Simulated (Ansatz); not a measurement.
Calculated with Ansatz (gas phase, PBE0-D4/def2-TZVP geometries, no zero-point term in ΔE). CCSD(T)/CBS is the MP2 limit (def2-TZVPP, def2-QZVPP) plus CCSD(T) − MP2 in def2-TZVPP, frozen cores. This one scheme is used for every species. Functionals use def2-TZVPP. Each species was taken in one conformer, which may not be the lowest.

`BCCl` + acetic acid → `BOC(C)=O` + `CCl`  (ligand exchange at a B–C bond)

```tsv
level	ΔE (kcal/mol)
r2SCAN-D4	-24.8
r2SCANh-D4	-24.8
BHLYP-D4	-26.5
B2PLYP	-26.3
revPBE	-23.5
CAM-B3LYP	-26.3
HF/def2-SVP	-27.6
CCSD/def2-SVP	-28.4
```

Question: What does CCSD(T)/CBS give? (Best estimate.)

Answer: Ansatz gave: -25.9 kcal/mol. The listed levels differ from it by 1.1, 1.1, -0.6, -0.4, 2.4, -0.4, -1.7, -2.5 kcal/mol.

Largest T1 diagnostic among the species: 0.015.

Leaving LDA and LC-ωPBE aside and taking each functional with its dispersion term where it has one, the values, not all of them listed here, spread over 2.8 kcal/mol, from BHLYP-D4 to revPBE-D4. In def2-TZVPP, CCSD(T) changes the Hartree–Fock value by +0.9 kcal/mol (the triples alone add −0.1 kcal/mol) and MP2 by +1.0 kcal/mol. At CCSD(T), def2-SVP lies −2.8 kcal/mol from the extrapolated value and def2-TZVPP −0.4 kcal/mol.

CCSD(T)/CBS has its own doubt, a few kJ/mol and more with outer-core shells, so smaller differences from it don't rank the levels.
